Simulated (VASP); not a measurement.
# H2 in VASP: settings compared

One molecule, H2, is run at these levels: PBE+D3(BJ), r2SCAN, HSE06; tasks: single point.

Everything below comes from runs of VASP 6.6.1. Logs are shortened: lines on timing, memory, paths and dates and some standing lists are left out, and cuts for length are marked.

### Step 1. Starting point

The cell holds a molecule in a box, 2 atoms: a = 10.000 Å, b = 10.000 Å, c = 10.000 Å, α = 90.00°, β = 90.00°, γ = 90.00°.

### Step 2. Single point, PBE+D3(BJ)

The input, INCAR:

```
SYSTEM = H
ALGO     = Normal         ! electronic algorithm
EDIFF    = 1E-6           ! SCF threshold, eV
ENCUT    = 450            ! plane-wave cutoff, eV
GGA      = PE             ! functional
ISIF     = 2              ! what is computed and relaxed
ISMEAR   = 0              ! smearing method
IVDW     = 12             ! dispersion correction
LASPH    = .True.         ! aspherical terms in the spheres
LCHARG   = .False.        ! write CHGCAR
LREAL    = .False.        ! projectors in reciprocal space
LWAVE    = .False.        ! write WAVECAR
NBANDS   = 8              ! bands
NELM     = 80             ! most SCF steps
PREC     = Accurate       ! precision mode
SIGMA    = 0.02           ! smearing width, eV
```

The input, KPOINTS:

```
k-points
0
Gamma
  1 1 1
  0 0 0
```

The input, POSCAR:

```
H
1.0
   10.0000000000      0.0000000000      0.0000000000
    0.0000000000     10.0000000000      0.0000000000
    0.0000000000      0.0000000000     10.0000000000
H
2
Direct
    0.5000000000      0.5000000000      0.4440000000
    0.5000000000      0.5000000000      0.5560000000
```

Potentials or basis: VASP PAW PBE potentials, release 64 (H).

Command:

```sh
$ cat potpaw_PBE.64/H/POTCAR > POTCAR
$ mpirun -np 1 vasp_std > vasp.out
```

OUTCAR:

```text
SYSTEM = H
   EDIFF = 1E-6
   ENCUT = 450
   GGA = PE
   ISIF = 2
   ISMEAR = 0
   IVDW = 12
   LASPH = .True.
   LREAL = .False.
   NELM = 80
   PREC = Accurate
 IVDW          = 12

 ion  position               nearest neighbor table
   1  0.500  0.500  0.444-
   2  0.500  0.500  0.556-

  LATTYP: Found a simple cubic cell.
 ALAT       =    10.0000000000

  Lattice vectors:

 A1 = (  10.0000000000,   0.0000000000,   0.0000000000)
 A2 = (   0.0000000000,  10.0000000000,   0.0000000000)
 A3 = (   0.0000000000,   0.0000000000,  10.0000000000)

Analysis of symmetry for initial positions (statically):
=====================================================================
 Subroutine PRICEL returns:
 Original cell was already a primitive cell.

 Routine SETGRP: Setting up the symmetry group for a
 simple cubic supercell.

 Subroutine GETGRP returns: Found 16 space group operations
 (whereof 16 operations were pure point group operations)
 out of a pool of 48 trial point group operations.

The static configuration has the point symmetry D_4h.

Analysis of symmetry for dynamics (positions and initial velocities):
=====================================================================
 Subroutine PRICEL returns:
 Original cell was already a primitive cell.

 Routine SETGRP: Setting up the symmetry group for a
 simple cubic supercell.

 Subroutine GETGRP returns: Found 16 space group operations
 (whereof 16 operations were pure point group operations)
 out of a pool of 48 trial point group operations.

The dynamic configuration has the point symmetry D_4h.

 Subroutine INISYM returns: Found 16 space group operations
 (whereof 16 operations are pure point group operations),
 and found     1 'primitive' translations

----------------------------------------------------------------------------------------

                                     Primitive cell

  volume of cell :    1000.0000

  direct lattice vectors                    reciprocal lattice vectors
    10.000000000  0.000000000  0.000000000     0.100000000  0.000000000  0.000000000
     0.000000000 10.000000000  0.000000000     0.000000000  0.100000000  0.000000000
     0.000000000  0.000000000 10.000000000     0.000000000  0.000000000  0.100000000

  length of vectors
    10.000000000 10.000000000 10.000000000     0.100000000  0.100000000  0.100000000

  position of ions in fractional coordinates (direct lattice)
     0.500000000  0.500000000  0.444000000
     0.500000000  0.500000000  0.556000000
[... 51 lines left out ...]
   ENCUT  =  450.0 eV  33.07 Ry    5.75 a.u.  17.30 17.30 17.30*2*pi/ulx,y,z
   NELM   =     80;   NELMIN=  2; NELMDL= -5     # of ELM steps
   EDIFF  = 0.1E-05   stopping-criterion for ELM
   LREAL  =      F    real-space projection
   EDIFFG = 0.1E-04   stopping-criterion for IOM
   NSW    =      0    number of steps for IOM
   IBRION =     -1    ionic relax: 0-MD 1-quasi-New 2-CG
   NFREE  =      0    steps in history (QN), initial steepest desc. (CG)
   ISIF   =      2    stress and relaxation
   ISYM   =      2    0-nonsym 1-usesym 2-fastsym
   POTIM  = 0.5000    time-step for ionic-motion
   TEBEG  =    0.0;   TEEND  =   0.0 temperature during run
   PSTRESS=    0.0 pullay stress
   NELECT =       2.0000    total number of electrons
   NUPDOWN=      -1.0000    fix difference up-down
   EMIN   =  10.00;   EMAX   =-10.00  energy-range for DOS
   EFERMI =   0.00;   METHOD = LEGACY
   ISMEAR =     0;   SIGMA  =   0.02  broadening in eV -4-tet -1-fermi 0-gaus
   EFERMI_NEDOS =   21; number of points for ismear=-14 and -15
   IALGO  =     38    algorithm
   IMIX   =      4    mixing-type and parameters
     AMIX     =   0.40;   BMIX     =  1.00
     AMIX_MAG =   1.60;   BMIX_MAG =  1.00
  volume/ion in A,a.u.               =     500.00      3374.17
  Fermi-wavevector in a.u.,A,eV,Ry     =   0.206261  0.389778  0.578844  0.042544
  Thomas-Fermi vector in A             =   0.968418
   LORBIT       =      0    0 simple, 1 ext, 2 COOP (PROOUT), +10 PAW based schemes
   GGA     = PE    functional components
   LHFCALC =     F    Hartree Fock is set to
   AEXX    =    0.0000 exact exchange contribution
   IVDW    =    12    specifies the selected vdW correction
   LEPSILON=     F    determine dielectric tensor
   LRPA    =     F    only Hartree local field effects (RPA)
 non-spin polarized calculation
 Gauss-broadening in eV      SIGMA  =   0.02
  energy-cutoff  :      450.00
  volume of cell :     1000.00
 maximum number of plane-waves:     21823
 NGX is ok and might be reduce to    70
   NGX = 35   NGY = 35   NGZ = 35

 number of electron       2.0000004 magnetization

 Free energy of the ion-electron system (eV)
  ---------------------------------------------------
  ext. energy  EPLUGINS =         0.00000000
  ---------------------------------------------------
  free energy    TOTEN  =        -5.56445316 eV

  energy without entropy =       -5.56445316  energy(sigma->0) =       -5.56445316

 E-fermi :  -8.8325     XC(G=0):  -0.4630

 val. band max:       -8.9267626158   @ k =   0.0000   0.0000   0.0000
 cond. band min:      -1.3504332491   @ k =   0.0000   0.0000   0.0000
 fundamental gap:      7.5763293667
 Fermi energy:        -8.8325228553

 k-point     1 :       0.0000    0.0000    0.0000
  band No.  band energies     occupation
      1      -8.9268      2.00000
      2      -1.3504      0.00000
      3      -0.1987      0.00000
      4       0.8037      0.00000
      5       0.8037      0.00000
      6       1.2749      0.00000
      7       1.3327      0.00000
      8       1.4009      0.00000

------------------------ aborting loop because EDIFF is reached ----------------------------------------

 Edisp (eV)   -0.00591

 E8    (eV) :    -0.0012

  FORCE on cell =-STRESS in cart. coord.  units (eV):
  Direction    XX          YY          ZZ          XY          YZ          ZX
  --------------------------------------------------------------------------------------
  -------------------------------------------------------------------------------------
  Total      -0.04729    -0.04729    -5.23834    -0.00000     0.00000     0.00000
  in kB      -0.07577    -0.07577    -8.39274    -0.00000     0.00000     0.00000
  external pressure =       -2.85 kB  Pullay stress =        0.00 kB

 VOLUME and BASIS-vectors are now :
 -----------------------------------------------------------------------------
  energy-cutoff  :      450.00
  volume of cell :     1000.00
      direct lattice vectors                 reciprocal lattice vectors
    10.000000000  0.000000000  0.000000000     0.100000000  0.000000000  0.000000000
     0.000000000 10.000000000  0.000000000     0.000000000  0.100000000  0.000000000
     0.000000000  0.000000000 10.000000000     0.000000000  0.000000000  0.100000000

 POSITION                                       TOTAL-FORCE (eV/Angst)
 -----------------------------------------------------------------------------------
      5.00000      5.00000      4.44000         0.000000     -0.000000      4.639347
      5.00000      5.00000      5.56000         0.000000      0.000000     -4.639347
 -----------------------------------------------------------------------------------
    total drift:                                0.000000      0.000000      0.000000

  FREE ENERGIE OF THE ION-ELECTRON SYSTEM (eV)
  ---------------------------------------------------
  free  energy   TOTEN  =        -5.5703635167 eV

  energy  without entropy=       -5.5703635167  energy(sigma->0) =       -5.57036352
```

It took 36 s on 1 thread of AMD EPYC 7R13 (Zen 3), shared host; peak memory 0.59 GiB.

What came out:

| Item | Value |
| --- | --- |
| Free energy | -5.5704 eV |
| Largest force | 4.639 eV/Å |
| Gap between the frontier levels | 7.58 eV |
| Dispersion energy per atom | -0.003 eV |

Forces in eV/Å, atoms in the order of the input:
```
H    0.000  0.000  4.639
H    0.000  0.000 -4.639
```

As with any semilocal functional, this PBE gap is likely too small.

### Step 3. Single point, r2SCAN

The input, INCAR:

```
SYSTEM = H
ALGO     = Normal         ! electronic algorithm
EDIFF    = 1E-6           ! SCF threshold, eV
ENCUT    = 450            ! plane-wave cutoff, eV
ISIF     = 2              ! what is computed and relaxed
ISMEAR   = 0              ! smearing method
LASPH    = .True.         ! aspherical terms in the spheres
LCHARG   = .False.        ! write CHGCAR
LMIXTAU  = .True.       
LREAL    = .False.        ! projectors in reciprocal space
LWAVE    = .False.        ! write WAVECAR
METAGGA  = R2SCAN         ! meta-GGA
NBANDS   = 8              ! bands
NELM     = 80             ! most SCF steps
PREC     = Accurate       ! precision mode
SIGMA    = 0.02           ! smearing width, eV
```

KPOINTS is that of step 2.

POSCAR is that of step 2.

Potentials or basis: VASP PAW PBE potentials, release 64 (H).

Command:

```sh
$ cat potpaw_PBE.64/H/POTCAR > POTCAR
$ mpirun -np 1 vasp_std > vasp.out
```

Wall time 5.7 min (1 thread of AMD EPYC 7R13 (Zen 3), shared host); peak memory 0.72 GiB.

It converged, with:

```
Free energy                     : -5.5971 eV
Largest force                   : 4.898 eV/Å
Gap between the frontier levels : 8.28 eV
```

Forces in eV/Å, atoms in the order of the input:
```
H    0.000  0.000  4.898
H    0.000  0.000 -4.898
```

Levels at points of the mesh, in eV from the valence-band top:
| k point | band 1 | band 2 | band 3 | band 4 |
| --- | --- | --- | --- | --- |
| (0.00, 0.00, 0.00) | 0.00 | 8.28 | 9.42 | 10.77 |

Caveat: the PAW data sets were made with another functional, which shifts forces and pressure a little. r2SCAN opens gaps a little over a GGA but as a rule still falls short of measured ones.

(Continued in part 2 of 2.)
